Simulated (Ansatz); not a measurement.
# Co (P6_3/mmc) in Ansatz: notebook, part 2 of 2

Ansatz 0.2.0.

## Step 5: Relaxation of cell and atoms, PBEsol+D3(BJ), collinear spin, ferromagnetic start

Contents of input.yaml:

```yaml
crystal:
  lattice:
    - [2.4719999032, 0.0, 0.0]
    - [-1.2359999516, 2.1408147143, 0.0]
    - [0.0, 0.0, 4.02114408]
  atoms:
    - { symbol: Co, position: [0.6666666667, 0.3333333333, 0.75], spin: 2.0 }
    - { symbol: Co, position: [0.3333333333, 0.6666666667, 0.25], spin: 2.0 }
kpoints:
  mp_grid: { grid: [12, 12, 7] }
scf:
  occupations: { method: fermi_dirac, width: 0.05 }
hamiltonian:
  xc: pbesol
  dispersion: d3bj
  pseudopotentials: { kind: all_electron, lapw: { basis_error: 0.001 } }
magnetization:
  spin_polarized: true
output:
  forces: true
  stress: true
relax:
  f_tol: 0.005
  max_steps: 60
  cell: {}
```

Potentials or basis: all-electron LAPW, scalar-relativistic.

Launch:

```sh
ansatz run input.yaml --threads 2 --pin off --max-ram 6144MiB --backend cpu --events-out ev --progress --plain --runs-dir out
```

The log of the run:

```text
Warning: RAYON_NUM_THREADS=2 ignored (pool sized by the plan → 2); use --threads N
The last accepted step is kept in <dir> (removed where the run ends without a failure and the disk answers)
LAPW: plane waves up to 9.422 Å⁻¹, error target 1.0e-3 eV per atom; small_component_spin mean_spin; Co in spheres of 1.196 Å, 17 of its electrons in bands, Dirac shells [] (how accurate: hamiltonian.pseudopotentials.lapw.basis_error, Limitations)
Engine: ansatz 0.2.0, aarch64-unknown-linux-gnu
Pseudopotentials: kind: all_electron
Pseudopotential: Co, LAPW, valence charge 17, lapw/all_electron/scalar/gaussian/Co, Koelling and Harmon's equation, gaussian nucleus
Functional definition: PBEsol
  exchange = pbesol_x
  correlation = pbesol_c
Crystal: 2 atoms, lattice volume = 21.280 Å³
Basis set: ecut = 338.2577022032041 eV, 313 PW (Γ), exchange–correlation at level 2
Bands: 23, of which v1, the nominal top of the filled ones, is band 17 counted from 1 (16 counted from 0)
Symmetry: 24 space group operations
Space group: P63/mmc (ITA 194), of the structure as read, at distance tolerance 2.8e-5 Å
Magnetic group: BNS 194.263 (UNI 1493), of the structure as read, at distance tolerance 2.8e-5 Å
k-points: 76 of 1008
Non-local potential: Co, projectors of the file, none
Initial density: superposition of atomic densities (chi_scale 0.1, normalization cell)
Starting moments: Σ|m| = 4 μB on 2 of 2 sites
Initial wavefunctions: plane waves of lowest kinetic energy (no species holds an atomic orbital)
Functional: x = pbesol(κ = 0.804, μ = 0.12345679012345678), c = pbesol(β = 0.046)
iter 1 solved again at ethr=3.57e-5 eV; its pass at ethr=1.00e-1 eV (dr2=1.21e-2 eV) is discarded
SCF iter   1: F=—  HF=-75769.480541 eV  |F-HF|=—  |Δ(HF+E_count)|=         —  Δρ=1.74e-2 (↑1.72e-2 ↓1.74e-2)  dr2=1.23e-2  dr2_m=5.30e-2  M=3.302 μB ∫|m|=3.426 μB  β_m=0.30  ethr=3.57e-5  ⟨swp⟩=3.2  Hψ=26812  notcnv=0
Mixer restart at iter 1: flushing history
preconditioner: auto → none  [metal: Δε(μ)=0.002 eV  Ē_g=9.789 eV  σ=0.050 eV  W_gap=0.01  n_scr=8 (ndim 8)  ℏωp=34.2 eV  f_vac=0.000  D(μ)=1.93/eV (n_scr^D=22)  sad-step TF]
[... 83 lines left out ...]
Spin contamination: 0.0417 ħ² per cell (⟨S²⟩ above its minimum at these occupations)
Per-site moments (μB) at R_I (Å): [(1.5813373156471702, 1.1749558929144737), (1.5813373156471702, 1.1749558929144737)]
Free energy (F): -75769.674736 eV
Harris-Foulkes:  -75769.674736 eV  (|F-HF|=5.82e-11)
Internal energy: -75769.660232 eV  (E = F + TS)
E sigma→0 (E₀):  -75769.667484 eV
Entropy (-TS):   -0.014504 eV (-7.252 meV/atom)
Fermi energy:    20.601784 eV
--- Per-component energies (eV) ---
  E_band       = -422.818927
  E_kinetic    = 76889.931673
  E_xc         = -3182.972487
  E_electrostatic = -149475.800838  (all electrons and nuclei)
  E_disp       = -0.818580  (pairwise vdW)
  E_smearing   = -0.014504  (= −TS)
  E_closure    = 0.000000  (closes the sum)
  E_atoms      = -75750.878730  (free atoms, spherical and without spin; not in F)
  Σ components = -75769.674736   (vs F -75769.674736, Δ=0.00e0)
  Basis errors (estimates in eV, not in F): energy 2.3e-4 per atom: plane waves 2.3e-4 (1.2e-4 summed), levels above the bands 1.8e-92, relativity 1.8e-8, radial functions 5.1e-6, core shells 5.2e-9; eigenvalues (radial functions only) 6.1e-7; not estimated: angular momenta, meshes, grids; target (lapw.basis_error) 1.0e-3; muffin-tin radii Co 1.175 Å
--- Forces (eV/Å), atoms counted from 1 ---
  atom   1  Co     0.00000000    -0.00000000     0.00000000
  atom   2  Co    -0.00000000     0.00000000     0.00000000
  max |Σ_I F_I| component: 1.39e-17 eV/Å
--- Stress (GPa, compression-positive) ---
       -0.000663      -0.000000       0.000000
       -0.000000      -0.000663       0.000000
        0.000000       0.000000      -0.000247
  P = ⅓ Tr σ = -0.0005 GPa (-0.005 kbar)
--- Relaxed structure (5 steps of the walk, 5 accepted, 2 SCFs on fresh bases) ---
  F+E_penalty+E_count = -75769.67473635 eV   max|allowed force component| = 3.007e-17 eV/Å   (the final SCF, on the basis selected at the relaxed cell)
  cell:  # Å, volume = 20.1852 Å³
    - [2.4351233396231198, 0.0, 0.0]
    - [-1.2175616698115599, 2.1088786734620233, 0.0]
    - [0.0, 0.0, 3.930617315732352]
  atoms:
    - { symbol: Co, position: [0.6666666666666666, 0.33333333333333326, 0.75] }
    - { symbol: Co, position: [0.33333333333333326, 0.6666666666666665, 0.25] }
```

Run time: 75 s. Hardware: 2 threads of Arm Neoverse V2, shared host; peak memory 0.54 GiB.

Results:

| Property | Result |
| --- | --- |
| Free energy | -75769.6747 eV |
| Relaxed volume | 10.09 Å³/atom |
| Relaxed cell | a = 2.435 Å, b = 2.435 Å, c = 3.931 Å, α = 90.00°, β = 90.00°, γ = 120.00° |
| Space group after relaxing (to 0.05 Å) | P6_3/mmc (No. 194) |
| Energy gained by relaxing | 21.5 meV/atom |
| Ionic steps | 7 |
| Pressure after relaxing | 0.0 GPa |
| Net moment | 3.05 μB per cell |
| Absolute moment | 3.32 μB per cell |
| Site moments | Co +1.58 μB |

The path:
| step | energy change (eV) | largest force (eV/Å) | volume (Å³) |
| --- | --- | --- | --- |
| 1 | 0.0000 | 0.0000 | 21.28 |
| 2 | -0.0325 | 0.0000 | 20.71 |
| 3 | -0.0430 | 0.0000 | 20.13 |
| 4 | -0.0431 | 0.0000 | 20.19 |
| 5 | -0.0431 | 0.0000 | 20.19 |
| 6 | -0.0431 | 0.0000 | 20.19 |
| 7 | -0.0431 | 0.0000 | 20.19 |

Final structure:
```cif
data_structure
_symmetry_space_group_name_H-M 'P 1'
_symmetry_Int_Tables_number 1
_cell_length_a 2.4351
_cell_length_b 2.4351
_cell_length_c 3.9306
_cell_angle_alpha 90.000
_cell_angle_beta 90.000
_cell_angle_gamma 120.000
_cell_volume 20.19
loop_
_atom_site_label
_atom_site_type_symbol
_atom_site_fract_x
_atom_site_fract_y
_atom_site_fract_z
_atom_site_occupancy
Co1 Co 0.66667 0.33333 0.75000 1
Co2 Co 0.33333 0.66667 0.25000 1
```

## Step 6: Single point, PBE, collinear spin, ferromagnetic start

Changes to input.yaml since step 5:

```diff
@@ -11,6 +11,5 @@
 scf:
-  occupations: { method: fermi_dirac, width: 0.05 }
+  occupations: { method: gaussian, width: 0.02 }
 hamiltonian:
-  xc: pbesol
-  dispersion: d3bj
+  xc: pbe
   pseudopotentials: { kind: all_electron, lapw: { basis_error: 0.001 } }
@@ -21,5 +20,2 @@
   stress: true
-relax:
-  f_tol: 0.005
-  max_steps: 60
-  cell: {}
+  eigenvalues: true
```

Potentials or basis: all-electron LAPW, scalar-relativistic.

Launch:

```sh
ansatz run input.yaml --threads 2 --pin off --max-ram 6144MiB --backend cpu --events-out ev --progress --plain --runs-dir out
```

It took 35 s on 2 threads of Arm Neoverse N1, shared host; peak memory 0.51 GiB.

The run converged. Its results:

```yaml
Free_energy: -75835.1501 eV
Pressure: 4.6 GPa
Band_gap_on_the_k_mesh: none (metal or under the smearing width)
Net_moment: 3.22 μB per cell
Absolute_moment: 3.53 μB per cell
Site_moments: Co +1.66 μB
```

Stress tensor (GPa, compression positive):
```
5.75 0.00 0.00
0.00 5.75 0.00
0.00 0.00 2.36
```

Levels at points of the mesh, in eV from the Fermi level:
Spin up:
| k point | band 16 | band 17 | band 18 | band 19 | band 20 | band 21 | band 22 | band 23 |
| --- | --- | --- | --- | --- | --- | --- | --- | --- |
| (0.00, 0.00, 0.00) | -1.91 | -1.91 | -0.79 | -0.79 | -0.25 | 6.39 | 21.99 | 24.84 |
| (0.00, -0.50, 0.00) | -0.64 | -0.57 | -0.49 | 1.34 | 3.39 | 9.72 | 10.38 | 12.80 |
Spin down:
```tsv
k point	band 13	band 14	band 15	band 16	band 17	band 18
(0.00, 0.00, 0.00)	-0.97	-0.60	-0.60	-0.31	-0.14	-0.14
(0.00, -0.50, 0.00)	-1.12	-1.09	-0.65	1.27	1.37	1.43
```

## Step 7: Summary

| task | level | cell | cutoff (eV) | smearing | gap on the mesh (eV) | pressure (GPa) | moment (μB) |
| --- | --- | --- | --- | --- | --- | --- | --- |
| single point | PBEsol | as given | 315 | gaussian 0.1 eV | none | -5.8 | 3.20 |
| single point | PBE | as given | 315 | gaussian 0.018 eV | none | 4.6 | 3.22 |
| single point | PBE | as given | 315 | gaussian 0.022 eV | none | 4.6 | 3.22 |
| relaxation of cell and atoms | PBEsol+D3(BJ) | relaxed | - | fermi-dirac 0.05 eV | - | 0.0 | 3.05 |
| single point | PBE | as given | 315 | gaussian 0.02 eV | none | 4.6 | 3.22 |

Alike in all rows: potentials or basis all-electron LAPW, scalar-relativistic; spin collinear, ferromagnetic start; k mesh 12 × 12 × 7; basis error allowed 0.001 eV/atom.

Every run on the cell as given and a fine mesh finds a metal. The pressure there spans -5.8 GPa (PBEsol) to 4.6 GPa (PBE); a positive pressure means that this level wants a larger cell, a negative one a smaller.

Compare energies only between runs with the same functional and basis.
